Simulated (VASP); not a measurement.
# WS2 in VASP: further runs

The runs below take WS2 through single point, with PBE+D3(BJ).

All numbers are computed with VASP 6.6.1; they aren't measurements. Logs are shortened: lines on timing, memory, paths and dates and some standing lists are left out, and cuts for length are marked.

### Step 1. The slab as given

The cell holds a slab with vacuum, 3 atoms: a = 3.184 Å, b = 3.184 Å, c = 16.951 Å, α = 90.00°, β = 90.00°, γ = 120.00°.

### Step 2. Single point, PBE+D3(BJ)

INCAR reads:

```
SYSTEM = WS2
PREC = Accurate
ENCUT = 520
EDIFF = 1E-6
ISMEAR = 0
SIGMA = 0.05
LREAL = .False.
LASPH = .True.
NELM = 80
ALGO = Fast
ISIF = 2
LWAVE = .False.
LCHARG = .True.
GGA = PE
IVDW = 12
LELF = .True.
LVHAR = .True.
NBANDS = 20
```

KPOINTS reads:

```
Automatic mesh
0
Gamma
  12 12 2
  0 0 0
```

POSCAR reads:

```
WS2
1.0
    3.1835163552      0.0000000000      0.0000000000
   -1.5917581776      2.7570060369      0.0000000000
    0.0000000000      0.0000000000     16.9505778900
W S
1 2
Direct
    0.3333333333      0.6666666667      0.0000000000
    0.6666666667      0.3333333333      0.9079994900
    0.6666666667      0.3333333333      0.0920005100
```

Potentials or basis: VASP PAW PBE potentials, release 64 (W_sv, S).

Started as:

```console
> cat potpaw_PBE.64/W_sv/POTCAR potpaw_PBE.64/S/POTCAR > POTCAR
> mpirun -np 1 vasp_std > vasp.out
```

OUTCAR:

```text
SYSTEM = WS2
   PREC = Accurate
   ENCUT = 520
   EDIFF = 1E-6
   ISMEAR = 0
   LREAL = .False.
   LASPH = .True.
   NELM = 80
   ISIF = 2
   GGA = PE
   IVDW = 12
 IVDW          = 12

 ion  position               nearest neighbor table
   1  0.333  0.667  0.000-   2 2.41   3 2.41   2 2.41   3 2.41   2 2.41   3 2.41
   2  0.667  0.333  0.908-   1 2.41   1 2.41   1 2.41
   3  0.667  0.333  0.092-   1 2.41   1 2.41   1 2.41

  LATTYP: Found a hexagonal cell.
 ALAT       =     3.1835163552
 C/A-ratio  =     5.3244827413

  Lattice vectors:

 A1 = (   3.1835163552,   0.0000000000,   0.0000000000)
 A2 = (  -1.5917581776,   2.7570060369,   0.0000000000)
 A3 = (   0.0000000000,   0.0000000000,  16.9505778900)

Analysis of symmetry for initial positions (statically):
=====================================================================
 Subroutine PRICEL returns:
 Original cell was already a primitive cell.

 Routine SETGRP: Setting up the symmetry group for a
 hexagonal supercell.

 Subroutine GETGRP returns: Found 12 space group operations
 (whereof 12 operations were pure point group operations)
 out of a pool of 24 trial point group operations.

The static configuration has the point symmetry D_3h.

Analysis of symmetry for dynamics (positions and initial velocities):
=====================================================================
 Subroutine PRICEL returns:
 Original cell was already a primitive cell.

 Routine SETGRP: Setting up the symmetry group for a
 hexagonal supercell.

 Subroutine GETGRP returns: Found 12 space group operations
 (whereof 12 operations were pure point group operations)
 out of a pool of 24 trial point group operations.

The dynamic configuration has the point symmetry D_3h.

 Subroutine INISYM returns: Found 12 space group operations
 (whereof 12 operations are pure point group operations),
 and found     1 'primitive' translations

----------------------------------------------------------------------------------------

                                     Primitive cell

  volume of cell :     148.7748

  direct lattice vectors                    reciprocal lattice vectors
     3.183516355  0.000000000  0.000000000     0.314118066  0.181356150  0.000000000
    -1.591758178  2.757006037  0.000000000     0.000000000  0.362712300  0.000000000
     0.000000000  0.000000000 16.950577890     0.000000000  0.000000000  0.058995039

  length of vectors
     3.183516355  3.183516355 16.950577890     0.362712300  0.362712300  0.058995039

  position of ions in fractional coordinates (direct lattice)
     0.333333333  0.666666667  0.000000000
     0.666666667  0.333333333  0.907999490
     0.666666667  0.333333333  0.092000510

  ion indices of the primitive-cell ions
   primitive index   ion index
                 1           1
                 2           2
                 3           3

----------------------------------------------------------------------------------------

 KPOINTS: Automatic mesh

Automatic generation of k-mesh.
 Grid dimensions read from file:
 generate k-points for:   12   12    2

 Generating k-lattice:

  Cartesian coordinates                     Fractional coordinates (reciprocal lattice)
     0.026176505  0.015113012  0.000000000     0.083333333 -0.000000000  0.000000000
     0.000000000  0.030226025  0.000000000     0.000000000  0.083333333  0.000000000
     0.000000000  0.000000000  0.029497519     0.000000000  0.000000000  0.500000000

  Length of vectors
     0.030226025  0.030226025  0.029497519

  Shift w.r.t. Gamma in fractional coordinates (k-lattice)
     0.000000000  0.000000000  0.000000000

 Subroutine IBZKPT returns following result:
 ===========================================

 Found     38 irreducible k-points:

 Following reciprocal coordinates:
            Coordinates               Weight
  0.000000  0.000000  0.000000      1.000000
  0.083333  0.000000  0.000000      6.000000
  0.166667  0.000000  0.000000      6.000000
  0.250000  0.000000  0.000000      6.000000
  0.333333 -0.000000  0.000000      6.000000
  0.416667  0.000000  0.000000      6.000000
[... 16 lines left out ...]
  0.250000  0.000000  0.500000      6.000000
  0.333333 -0.000000  0.500000      6.000000
 [... further k-points ...]
   k-points           NKPTS =     38   k-points in BZ     NKDIM =     38   number of bands    NBANDS=     20
   number of dos      NEDOS =    301   number of ions     NIONS =      3
   total plane-waves  NPLWV =  72576
   dimension x,y,z NGX =    24 NGY =   24 NGZ =  126
   dimension x,y,z NGXF=    48 NGYF=   48 NGZF=  252
   ions per type =               1   2
   NGX,Y,Z   is equivalent  to a cutoff of  12.53, 12.53, 12.36 a.u.
   NGXF,Y,Z  is equivalent  to a cutoff of  25.07, 25.07, 24.72 a.u.
 SYSTEM =  WS2
   PREC   = accura    normal or accurate (medium, high low for compatibility)
   ISTART =      0    job   : 0-new  1-cont  2-samecut
   ICHARG =      2    charge: 1-file 2-atom 10-const
   ISPIN  =      1    spin polarized calculation?
   LNONCOLLINEAR =      F non collinear calculations
   LSORBIT =      F    spin-orbit coupling
   LASPH  =      T    aspherical Exc in radial PAW
   ENCUT  =  520.0 eV  38.22 Ry    6.18 a.u.   5.92  5.92 31.52*2*pi/ulx,y,z
   NELM   =     80;   NELMIN=  2; NELMDL= -5     # of ELM steps
   EDIFF  = 0.1E-05   stopping-criterion for ELM
   LREAL  =      F    real-space projection
   EDIFFG = 0.1E-04   stopping-criterion for IOM
   NSW    =      0    number of steps for IOM
   IBRION =     -1    ionic relax: 0-MD 1-quasi-New 2-CG
   NFREE  =      0    steps in history (QN), initial steepest desc. (CG)
   ISIF   =      2    stress and relaxation
   ISYM   =      2    0-nonsym 1-usesym 2-fastsym
   POTIM  = 0.5000    time-step for ionic-motion
   TEBEG  =    0.0;   TEEND  =   0.0 temperature during run
   PSTRESS=    0.0 pullay stress
   NELECT =      26.0000    total number of electrons
   NUPDOWN=      -1.0000    fix difference up-down
   EMIN   =  10.00;   EMAX   =-10.00  energy-range for DOS
   EFERMI =   0.00;   METHOD = LEGACY
   ISMEAR =     0;   SIGMA  =   0.05  broadening in eV -4-tet -1-fermi 0-gaus
   EFERMI_NEDOS =   21; number of points for ismear=-14 and -15
   IALGO  =     68    algorithm
   IMIX   =      4    mixing-type and parameters
     AMIX     =   0.40;   BMIX     =  1.00
     AMIX_MAG =   1.60;   BMIX_MAG =  1.00
  volume/ion in A,a.u.               =      49.59       334.66
  Fermi-wavevector in a.u.,A,eV,Ry     =   0.915285  1.729637 11.398226  0.837746
  Thomas-Fermi vector in A             =   2.040009
   LORBIT       =      0    0 simple, 1 ext, 2 COOP (PROOUT), +10 PAW based schemes
   GGA     = PE    functional components
   LHFCALC =     F    Hartree Fock is set to
   AEXX    =    0.0000 exact exchange contribution
   IVDW    =    12    specifies the selected vdW correction
   LEPSILON=     F    determine dielectric tensor
   LRPA    =     F    only Hartree local field effects (RPA)
 non-spin polarized calculation
 RMM-DIIS sequential band-by-band and
 Gauss-broadening in eV      SIGMA  =   0.05
  energy-cutoff  :      520.00
  volume of cell :      148.77
 maximum number of plane-waves:      4032
 NGX is ok and might be reduce to    24
   NGX = 11   NGY = 11   NGZ = 63

 number of electron      25.9999999 magnetization

 Free energy of the ion-electron system (eV)
  ---------------------------------------------------
  ext. energy  EPLUGINS =         0.00000000
  ---------------------------------------------------
  free energy    TOTEN  =       -23.67113122 eV

  energy without entropy =      -23.67113122  energy(sigma->0) =      -23.67113122

 E-fermi :  -0.8075     XC(G=0):  -4.5431

 val. band max:       -1.2174421449   @ k =   0.3333   0.3333   0.5000
 cond. band min:       0.5803422295   @ k =   0.3333   0.3333   0.0000
 fundamental gap:      1.7977843744
 Fermi energy:        -0.8074821889

 k-point     1 :       0.0000    0.0000    0.0000
  band No.  band energies     occupation
      1     -75.2302      2.00000
      2     -39.4671      2.00000
      3     -39.3220      2.00000
      4     -39.3220      2.00000
      5     -15.9880      2.00000
      6     -14.3224      2.00000
[... 12 lines left out ...]
     19       4.2561      0.00000
     20       4.3477      0.00000

 k-point     2 :       0.0833    0.0000    0.0000
  band No.  band energies     occupation
      1     -75.2290      2.00000
      2     -39.4630      2.00000
      3     -39.3448      2.00000
      4     -39.3273      2.00000
      5     -15.8736      2.00000
      6     -14.2814      2.00000
[... 12 lines left out ...]
     19       4.3934      0.00000
     20       4.7294      0.00000

 k-point     3 :       0.1667    0.0000    0.0000
  band No.  band energies     occupation
      1     -75.2260      2.00000
      2     -39.4518      2.00000
      3     -39.4066      2.00000
      4     -39.3418      2.00000
      5     -15.5478      2.00000
      6     -14.1651      2.00000
[... 12 lines left out ...]
     19       4.7880      0.00000
     20       5.6013      0.00000

 k-point     4 :       0.2500    0.0000    0.0000
  band No.  band energies     occupation
      1     -75.2218      2.00000
      2     -39.4899      2.00000
      3     -39.4364      2.00000
      4     -39.3614      2.00000
      5     -15.0641      2.00000
      6     -13.9943      2.00000
[... 429 lines left out ...]
 k-point    23 :       0.2500    0.0000    0.5000
  band No.  band energies     occupation
      1     -75.2218      2.00000
      2     -39.4899      2.00000
      3     -39.4364      2.00000
      4     -39.3614      2.00000
      5     -15.0641      2.00000
      6     -13.9943      2.00000
[... 12 lines left out ...]
     19       5.2182      0.00000
     20       6.4738      0.00000

 k-point    24 :       0.3333   -0.0000    0.5000
  band No.  band energies     occupation
      1     -75.2177      2.00000
      2     -39.5720      2.00000
      3     -39.4211      2.00000
      4     -39.3809      2.00000
      5     -14.5179      2.00000
      6     -13.8068      2.00000
[... 12 lines left out ...]
     19       5.9501      0.00000
     20       6.1302      0.00000

 [... further k-points ...]

------------------------ aborting loop because EDIFF is reached ----------------------------------------

 Edisp (eV)   -0.92085

 E8    (eV) :    -0.4133

  FORCE on cell =-STRESS in cart. coord.  units (eV):
  Direction    XX          YY          ZZ          XY          YZ          ZX
  --------------------------------------------------------------------------------------
  -------------------------------------------------------------------------------------
  Total      -0.57155    -0.57155     0.47276    -0.00000    -0.00000     0.00000
  in kB      -6.15514    -6.15514     5.09118    -0.00000    -0.00000     0.00000
  external pressure =       -2.41 kB  Pullay stress =        0.00 kB

 VOLUME and BASIS-vectors are now :
 -----------------------------------------------------------------------------
  energy-cutoff  :      520.00
  volume of cell :      148.77
      direct lattice vectors                 reciprocal lattice vectors
     3.183516355  0.000000000  0.000000000     0.314118066  0.181356150  0.000000000
    -1.591758178  2.757006037  0.000000000     0.000000000  0.362712300  0.000000000
     0.000000000  0.000000000 16.950577890     0.000000000  0.000000000  0.058995039

 POSITION                                       TOTAL-FORCE (eV/Angst)
 -----------------------------------------------------------------------------------
     -0.00000      1.83800      0.00000         0.000000     -0.000000     -0.000000
      1.59176      0.91900     15.39112        -0.000000      0.000000     -0.164871
      1.59176      0.91900      1.55946        -0.000000      0.000000      0.164871
 -----------------------------------------------------------------------------------
    total drift:                                0.000000     -0.000000     -0.000000

  FREE ENERGIE OF THE ION-ELECTRON SYSTEM (eV)
  ---------------------------------------------------
  free  energy   TOTEN  =       -24.5919860173 eV

  energy  without entropy=      -24.5919860173  energy(sigma->0) =      -24.59198602
```

Run time: 78 s. Hardware: 1 thread of Intel Xeon Platinum 8488C (Sapphire Rapids), shared host; peak memory 0.32 GiB.

Results:

* Free energy: -24.5920 eV
* Largest force: 0.165 eV/Å
* Band gap on the k mesh: 1.80 eV, direct
* Dispersion energy per atom: -0.307 eV

Forces in eV/Å, atoms in the order of the input:
```
W    0.000  0.000  0.000
S    0.000  0.000 -0.165
S    0.000  0.000  0.165
```

Levels at points of the mesh, in eV from the valence-band top:
```tsv
k point	band 11	band 12	band 13	band 14	band 15	band 16
(0.00, 0.00, 0.00)	-1.65	-1.65	0.00	2.89	2.89	3.08
(0.50, 0.00, 0.00)	-2.11	-1.30	-0.92	2.85	3.31	4.09
(0.00, 0.00, 0.50)	-1.65	-1.65	0.00	2.89	2.89	3.08
(0.50, 0.00, 0.50)	-2.11	-1.30	-0.92	2.85	3.31	4.09
```

Caveat: spin-orbit coupling is left out, which moves the levels of the heavy elements.

### Step 3. Single point, PBE+D3(BJ)

INCAR reads:

```
  ALGO = Normal
  EDIFF = 1E-6
  ENCUT = 520
  GGA = PE
  ISIF = 2
  ISMEAR = 0
  IVDW = 12
  LASPH = True
  LCHARG = True
  LELF = True
  LREAL = False
  LVHAR = True
  LWAVE = False
  NBANDS = 20
  NELM = 60
  PREC = Accurate
  SIGMA = 0.05
```

KPOINTS reads:

```
k-points
0
Gamma
  12 12 2
```

POSCAR is that of step 2.

Potentials or basis: VASP PAW PBE potentials, release 64 (W_sv, S).

Started as:

```console
> cat potpaw_PBE.64/W_sv/POTCAR potpaw_PBE.64/S/POTCAR > POTCAR
> mpirun -np 1 vasp_std > vasp.out
```

Run time: 72 s. Hardware: 1 thread of Intel Xeon Platinum 8488C (Sapphire Rapids), shared host; peak memory 0.31 GiB.

The run converged. Its results:

| Property | Result |
| --- | --- |
| Free energy | -24.5920 eV |
| Largest force | 0.165 eV/Å |
| Band gap on the k mesh | 1.80 eV, direct |
| Dispersion energy per atom | -0.307 eV |

Forces in eV/Å, atoms in the order of the input:
```
W    0.000  0.000  0.000
S    0.000  0.000 -0.165
S    0.000  0.000  0.165
```

Levels at points of the mesh, in eV from the valence-band top:
| k point | band 10 | band 11 | band 12 | band 13 | band 14 | band 15 | band 16 | band 17 |
| --- | --- | --- | --- | --- | --- | --- | --- | --- |
| (0.00, 0.00, 0.00) | -2.08 | -1.65 | -1.65 | 0.00 | 2.90 | 2.90 | 3.08 | 3.08 |
| (0.50, 0.00, 0.00) | -3.44 | -2.11 | -1.30 | -0.92 | 2.85 | 3.31 | 4.09 | 4.77 |
| (0.00, 0.00, 0.50) | -2.08 | -1.65 | -1.65 | 0.00 | 2.90 | 2.90 | 3.08 | 3.08 |
| (0.50, 0.00, 0.50) | -3.44 | -2.11 | -1.30 | -0.92 | 2.85 | 3.31 | 4.09 | 4.77 |

Caveat: spin-orbit coupling is left out, which moves the levels of the heavy elements.
